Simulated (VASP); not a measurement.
# BN (Fmm2) in VASP: further runs

Runs on BN. Level: LDA. Tasks: single point.

Program: VASP 6.6.1. These are calculated values, not measurements. Logs are shortened: lines on timing, memory, paths and dates and some standing lists are left out, and cuts for length are marked.

## (1) The structure

The structure is orthorhombic, space group Fmm2 (No. 42). The conventional cell has a = 2.503 Å, b = 6.991 Å, c = 4.332 Å, α = 90.00°, β = 90.00°, γ = 90.00°. B (site symmetry mm2) is surrounded by 3 N at 1.44 Å. N (site symmetry mm2) has 3 B at 1.44 Å as nearest neighbours.

Measurements of this composition are mostly on another form, of space group No. 194.

## (2) Single point, LDA

Contents of INCAR:

```
  PREC = Accurate
  ENCUT = 520
  EDIFF = 1E-6
  ISMEAR = 0
  SIGMA = 0.05
  LREAL = F
  LASPH = T
  NELM = 60
  ALGO = Fast
  ISIF = 2
  LWAVE = F
  LCHARG = T
  LELF = T
  LVHAR = T
  NBANDS = 11
```

Contents of KPOINTS:

```
Automatic mesh
0
Gamma
  12 12 12
```

Contents of POSCAR:

```
BN
1.0
    0.0000000000      3.4953158300      2.1660912400
    1.2516321000      0.0000000000      2.1660912400
    1.2516321000      3.4953158300      0.0000000000
B N
1 1
Direct
    0.0000486500      0.0000486500      0.9999513500
    0.6666513400      0.6666513400      0.3333486600
```

Potentials or basis: VASP PAW LDA potentials, release 64 (B, N).

Command:

```
> cat potpaw_LDA.64/B/POTCAR potpaw_LDA.64/N/POTCAR > POTCAR
> mpirun -np 1 vasp_std > vasp.out
```

OUTCAR:

```text
PREC = Accurate
   ENCUT = 520
   EDIFF = 1E-6
   ISMEAR = 0
   LREAL = F
   LASPH = T
   NELM = 60
   ISIF = 2

 ion  position               nearest neighbor table
   1  0.000  0.000  1.000-   2 1.44   2 1.44   2 1.44
   2  0.667  0.667  0.333-   1 1.44   1 1.44   1 1.44

  LATTYP: Found a face centered orthorhombic cell.
 ALAT       =     2.5032642000
 B/A-ratio  =     1.7306133647
 C/A-ratio  =     2.7926064137

  Lattice vectors:

 A1 = (   0.0000000000,   3.4953158300,   2.1660912400)
 A2 = (  -1.2516321000,   3.4953158300,   0.0000000000)
 A3 = (  -1.2516321000,   0.0000000000,   2.1660912400)

Analysis of symmetry for initial positions (statically):
=====================================================================
 Subroutine PRICEL returns:
 Original cell was already a primitive cell.

 Routine SETGRP: Setting up the symmetry group for a
 face centered orthorhombic supercell.

 Subroutine GETGRP returns: Found  4 space group operations
 (whereof  4 operations were pure point group operations)
 out of a pool of  8 trial point group operations.

The static configuration has the point symmetry C_2v.

Analysis of symmetry for dynamics (positions and initial velocities):
=====================================================================
 Subroutine PRICEL returns:
 Original cell was already a primitive cell.

 Routine SETGRP: Setting up the symmetry group for a
 face centered orthorhombic supercell.

 Subroutine GETGRP returns: Found  4 space group operations
 (whereof  4 operations were pure point group operations)
 out of a pool of  8 trial point group operations.

The dynamic configuration has the point symmetry C_2v.

 Subroutine INISYM returns: Found  4 space group operations
 (whereof  4 operations are pure point group operations),
 and found     1 'primitive' translations

----------------------------------------------------------------------------------------

                                     Primitive cell

  volume of cell :      18.9526

  direct lattice vectors                    reciprocal lattice vectors
     0.000000000  3.495315830  2.166091240    -0.399478409  0.143048590  0.230830535
     1.251632100  0.000000000  2.166091240     0.399478409 -0.143048590  0.230830535
     1.251632100  3.495315830  0.000000000     0.399478409  0.143048590 -0.230830535

  length of vectors
     4.112077822  2.501706252  3.712656147     0.483041027  0.483041027  0.483041027

  position of ions in fractional coordinates (direct lattice)
     0.000048650  0.000048650  0.999951350
     0.666651340  0.666651340  0.333348660

  ion indices of the primitive-cell ions
   primitive index   ion index
                 1           1
                 2           2

----------------------------------------------------------------------------------------

 KPOINTS: Automatic mesh

Automatic generation of k-mesh.
 Grid dimensions read from file:
 generate k-points for:   12   12   12

 Generating k-lattice:

  Cartesian coordinates                     Fractional coordinates (reciprocal lattice)
    -0.033289867  0.011920716  0.019235878     0.083333333  0.000000000  0.000000000
     0.033289867 -0.011920716  0.019235878     0.000000000  0.083333333  0.000000000
     0.033289867  0.011920716 -0.019235878     0.000000000  0.000000000  0.083333333

  Length of vectors
     0.040253419  0.040253419  0.040253419

  Shift w.r.t. Gamma in fractional coordinates (k-lattice)
     0.000000000  0.000000000  0.000000000

 Subroutine IBZKPT returns following result:
 ===========================================

 Found    280 irreducible k-points:

 Following reciprocal coordinates:
            Coordinates               Weight
  0.000000  0.000000  0.000000      1.000000
  0.083333  0.000000 -0.000000      8.000000
  0.166667  0.000000 -0.000000      8.000000
  0.250000  0.000000  0.000000      8.000000
  0.333333  0.000000  0.000000      8.000000
  0.416667  0.000000 -0.000000      8.000000
[... 16 lines left out ...]
  0.500000  0.166667  0.000000      8.000000
 -0.416667  0.166667  0.000000      8.000000
 [... further k-points ...]
   k-points           NKPTS =    280   k-points in BZ     NKDIM =    280   number of bands    NBANDS=     11
   number of dos      NEDOS =    301   number of ions     NIONS =      2
   total plane-waves  NPLWV =  17920
   dimension x,y,z NGX =    32 NGY =   20 NGZ =   28
   dimension x,y,z NGXF=    64 NGYF=   40 NGZF=   56
   ions per type =               1   1
   NGX,Y,Z   is equivalent  to a cutoff of  12.94, 13.29, 12.54 a.u.
   NGXF,Y,Z  is equivalent  to a cutoff of  25.87, 26.58, 25.08 a.u.
 SYSTEM =  unknown system
   PREC   = accura    normal or accurate (medium, high low for compatibility)
   ISTART =      0    job   : 0-new  1-cont  2-samecut
   ICHARG =      2    charge: 1-file 2-atom 10-const
   ISPIN  =      1    spin polarized calculation?
   LNONCOLLINEAR =      F non collinear calculations
   LSORBIT =      F    spin-orbit coupling
   LASPH  =      T    aspherical Exc in radial PAW
   ENCUT  =  520.0 eV  38.22 Ry    6.18 a.u.   7.65  4.65  6.90*2*pi/ulx,y,z
   NELM   =     60;   NELMIN=  2; NELMDL= -5     # of ELM steps
   EDIFF  = 0.1E-05   stopping-criterion for ELM
   LREAL  =      F    real-space projection
   EDIFFG = 0.1E-04   stopping-criterion for IOM
   NSW    =      0    number of steps for IOM
   IBRION =     -1    ionic relax: 0-MD 1-quasi-New 2-CG
   NFREE  =      0    steps in history (QN), initial steepest desc. (CG)
   ISIF   =      2    stress and relaxation
   ISYM   =      2    0-nonsym 1-usesym 2-fastsym
   POTIM  = 0.5000    time-step for ionic-motion
   TEBEG  =    0.0;   TEEND  =   0.0 temperature during run
   PSTRESS=    0.0 pullay stress
   NELECT =       8.0000    total number of electrons
   NUPDOWN=      -1.0000    fix difference up-down
   EMIN   =  10.00;   EMAX   =-10.00  energy-range for DOS
   EFERMI =   0.00;   METHOD = LEGACY
   ISMEAR =     0;   SIGMA  =   0.05  broadening in eV -4-tet -1-fermi 0-gaus
   EFERMI_NEDOS =   21; number of points for ismear=-14 and -15
   IALGO  =     68    algorithm
   IMIX   =      4    mixing-type and parameters
     AMIX     =   0.40;   BMIX     =  1.00
     AMIX_MAG =   1.60;   BMIX_MAG =  1.00
  volume/ion in A,a.u.               =       9.48        63.95
  Fermi-wavevector in a.u.,A,eV,Ry     =   1.228047  2.320672 20.518928  1.508099
  Thomas-Fermi vector in A             =   2.362987
   LORBIT       =      0    0 simple, 1 ext, 2 COOP (PROOUT), +10 PAW based schemes
   GGA     = CA    functional components
   LHFCALC =     F    Hartree Fock is set to
   AEXX    =    0.0000 exact exchange contribution
   IVDW    =     0    specifies the selected vdW correction
   LEPSILON=     F    determine dielectric tensor
   LRPA    =     F    only Hartree local field effects (RPA)
 non-spin polarized calculation
 RMM-DIIS sequential band-by-band and
 Gauss-broadening in eV      SIGMA  =   0.05
  energy-cutoff  :      520.00
  volume of cell :       18.95
 maximum number of plane-waves:       529
   NGX = 15   NGY =  9   NGZ = 13

 number of electron       8.0000000 magnetization

 Free energy of the ion-electron system (eV)
  ---------------------------------------------------
  ext. energy  EPLUGINS =         0.00000000
  ---------------------------------------------------
  free energy    TOTEN  =       -19.27931260 eV

  energy without entropy =      -19.27931260  energy(sigma->0) =      -19.27931260

 E-fermi :   2.1429     XC(G=0): -10.2061

 val. band max:        1.8475979328   @ k =   0.5000  -0.3333   0.1667
 cond. band min:       5.4876167581   @ k =   0.0000   0.5000   0.5000
 fundamental gap:      3.6400188253
 Fermi energy:         2.1429346323

 k-point     1 :       0.0000    0.0000    0.0000
  band No.  band energies     occupation
      1     -15.8133      2.00000
      2      -2.6675      2.00000
      3       0.4107      2.00000
      4       0.4179      2.00000
      5       6.3557      0.00000
      6      13.2336      0.00000
      7      13.2950      0.00000
      8      14.6447      0.00000
      9      16.3381      0.00000
     10      27.1619      0.00000
     11      28.1303      0.00000

 k-point     2 :       0.0833    0.0000   -0.0000
  band No.  band energies     occupation
      1     -15.6744      2.00000
      2      -2.5338      2.00000
      3      -0.1370      2.00000
      4       0.1528      2.00000
      5       6.6681      0.00000
      6      13.1996      0.00000
      7      13.8411      0.00000
      8      14.1705      0.00000
      9      16.7768      0.00000
     10      26.5944      0.00000
     11      27.5422      0.00000

 k-point     3 :       0.1667    0.0000   -0.0000
  band No.  band energies     occupation
      1     -15.2656      2.00000
      2      -2.1380      2.00000
      3      -1.5215      2.00000
      4      -0.4789      2.00000
      5       7.5020      0.00000
      6      12.8718      0.00000
      7      13.0579      0.00000
      8      15.4443      0.00000
      9      17.8394      0.00000
     10      23.9104      0.00000
     11      28.1845      0.00000

 k-point     4 :       0.2500    0.0000    0.0000
  band No.  band energies     occupation
      1     -14.6150      2.00000
      2      -3.3011      2.00000
      3      -1.4606      2.00000
      4      -1.2102      2.00000
      5       8.6157      0.00000
      6      11.1931      0.00000
      7      12.9136      0.00000
      8      17.7031      0.00000
      9      19.0756      0.00000
     10      21.7011      0.00000
     11      26.6957      0.00000

 k-point     5 :       0.3333    0.0000    0.0000
  band No.  band energies     occupation
      1     -13.7928      2.00000
      2      -5.0719      2.00000
      3      -1.8381      2.00000
      4      -0.5810      2.00000
      5       8.5341      0.00000
      6      10.7051      0.00000
      7      13.0034      0.00000
      8      19.3407      0.00000
      9      20.2240      0.00000
     10      20.8581      0.00000
     11      25.6257      0.00000
[... 211 lines left out ...]
 k-point    21 :       0.3333    0.1667    0.0000
  band No.  band energies     occupation
      1     -14.2616      2.00000
      2      -3.7447      2.00000
      3      -2.1732      2.00000
      4      -0.8516      2.00000
      5       8.9954      0.00000
      6      10.6398      0.00000
      7      14.0491      0.00000
      8      16.5039      0.00000
      9      20.0528      0.00000
     10      20.9274      0.00000
     11      25.9380      0.00000

 k-point    22 :       0.4167    0.1667    0.0000
  band No.  band energies     occupation
      1     -13.4758      2.00000
      2      -5.0868      2.00000
      3      -3.0425      2.00000
      4       0.0057      2.00000
      5       8.5131      0.00000
      6      10.9493      0.00000
      7      14.4336      0.00000
      8      17.4213      0.00000
      9      18.5122      0.00000
     10      22.3406      0.00000
     11      25.1204      0.00000

 k-point    23 :       0.5000    0.1667    0.0000
  band No.  band energies     occupation
      1     -12.7069      2.00000
      2      -6.2864      2.00000
      3      -3.5589      2.00000
      4       0.8510      2.00000
      5       7.0635      0.00000
      6      12.4347      0.00000
      7      14.6598      0.00000
      8      16.7854      0.00000
      9      19.4789      0.00000
     10      22.7961      0.00000
     11      24.0104      0.00000

 k-point    24 :      -0.4167    0.1667    0.0000
  band No.  band energies     occupation
      1     -12.3404      2.00000
      2      -6.8075      2.00000
      3      -3.7234      2.00000
      4       1.1877      2.00000
      5       6.4151      0.00000
      6      13.1942      0.00000
      7      14.9616      0.00000
      8      16.5854      0.00000
      9      19.9029      0.00000
     10      22.1593      0.00000
     11      23.8459      0.00000

 [... further k-points ...]

------------------------ aborting loop because EDIFF is reached ----------------------------------------

  FORCE on cell =-STRESS in cart. coord.  units (eV):
  Direction    XX          YY          ZZ          XY          YZ          ZX
  --------------------------------------------------------------------------------------
  -------------------------------------------------------------------------------------
  Total       -0.6032933     -0.1517794     -0.5977838      0.0000000      0.0000000      0.0000000
  in kB      -50.9998908    -12.8307916    -50.5341347      0.0000000      0.0000000      0.0000000
  external PRESSURE =     -38.1216057 kB  Pullay stress =       0.0000000 kB

 VOLUME and BASIS-vectors are now :
 -----------------------------------------------------------------------------
  energy-cutoff  :      520.00
  volume of cell :       18.95
      direct lattice vectors                 reciprocal lattice vectors
     0.000000000  3.495315830  2.166091240    -0.399478409  0.143048590  0.230830535
     1.251632100  0.000000000  2.166091240     0.399478409 -0.143048590  0.230830535
     1.251632100  3.495315830  0.000000000     0.399478409  0.143048590 -0.230830535

 POSITION                                       TOTAL-FORCE (eV/Angst)
 -----------------------------------------------------------------------------------
      1.25163      3.49532      0.00021         0.000000      0.000000      0.010553
      1.25163      3.49532      2.88806         0.000000      0.000000     -0.010553
 -----------------------------------------------------------------------------------
    total drift:                                0.000001      0.000002     -0.000049

  FREE ENERGIE OF THE ION-ELECTRON SYSTEM (eV)
  ---------------------------------------------------
  free  energy   TOTEN  =       -19.2793125951 eV

  energy  without entropy=      -19.2793125951  energy(sigma->0) =      -19.27931260
```

It took 42 s on 1 thread of AMD EPYC 9R45 (Zen 5), shared host; peak memory 0.14 GiB.

Results:

* Free energy: -19.2793 eV
* Pressure: -3.8 GPa
* Largest force: 0.011 eV/Å
* Band gap on the k mesh: 3.64 eV, indirect (least direct gap 4.41 eV)

Forces in eV/Å, atoms in the order of the input:
```
B    0.000  0.000  0.011
N    0.000  0.000 -0.011
```

Levels at points of the mesh, in eV from the valence-band top:
| k point | band 1 | band 2 | band 3 | band 4 | band 5 | band 6 | band 7 | band 8 |
| --- | --- | --- | --- | --- | --- | --- | --- | --- |
| (0.00, 0.00, 0.00) | -17.66 | -4.52 | -1.44 | -1.43 | 4.51 | 11.39 | 11.45 | 12.80 |
| (0.50, 0.00, 0.00) | -14.44 | -8.96 | -4.24 | -1.03 | 4.45 | 9.79 | 12.93 | 15.22 |
| (0.50, 0.50, 0.00) | -14.48 | -9.05 | -4.23 | -0.52 | 5.65 | 9.33 | 11.80 | 13.40 |
| (0.50, 0.00, 0.50) | -17.45 | -6.23 | -1.45 | -1.43 | 9.25 | 11.34 | 11.41 | 11.97 |
| (0.00, 0.50, 0.50) | -14.38 | -8.86 | -4.27 | -1.50 | 3.64 | 9.88 | 14.08 | 18.25 |

(Part 1 of 2 ends here.)
